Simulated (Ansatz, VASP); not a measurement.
**InSe: VASP beside Ansatz**

```
In Se
1.0
     2.01325    1.16235    8.49590
    -2.01325    1.16235    8.49590
     0.00000   -2.32470    8.49590
In Se
2 2
Direct
  0.88860 0.88860 0.88860
  0.00000 0.00000 0.00000
  0.17190 0.17190 0.17190
  0.38350 0.38350 0.38350
```

Change from the starting cell: volume scaled by 1.02.

Alike in both runs: task single point; functional PBEsol; k mesh 8 × 8 × 8; occupations fermi-dirac, width 0.05 eV; no spin polarisation.

```csv
,VASP,Ansatz
version,VASP 6.6.1,Ansatz 0.2.0
potentials or method,"VASP PAW PBE potentials, release 64 (In_d, Se)",Ansatz PAW
plane-wave cutoff (eV),520,420
valence electrons in the cell,38,58
```

```csv
,VASP,Ansatz,Ansatz less VASP
gap on the k mesh at the Fermi level (eV),0.28,0.29,+0.012
least direct gap on the mesh (eV),0.28,0.29,+0.012
pressure (GPa),-0.7,-0.8,-0.06
largest component of the traceless stress (GPa),0.58,0.57,-0.010
rms of the force components (eV/Å),0.096,0.091,-0.0053
```

Atom by atom the forces differ by 0.011 eV/Å (rms over components). The two sets of potentials don't hold the same shells in valence.

Caveats: spin-orbit coupling is left out, which moves the levels of the heavy elements; the PAW data sets were made with another functional, which shifts forces and pressure a little (VASP); the PAW data sets come from PBE, with cores solved anew for the run's functional, which leaves a small shift of forces and pressure (Ansatz). A k mesh can miss the band edges.
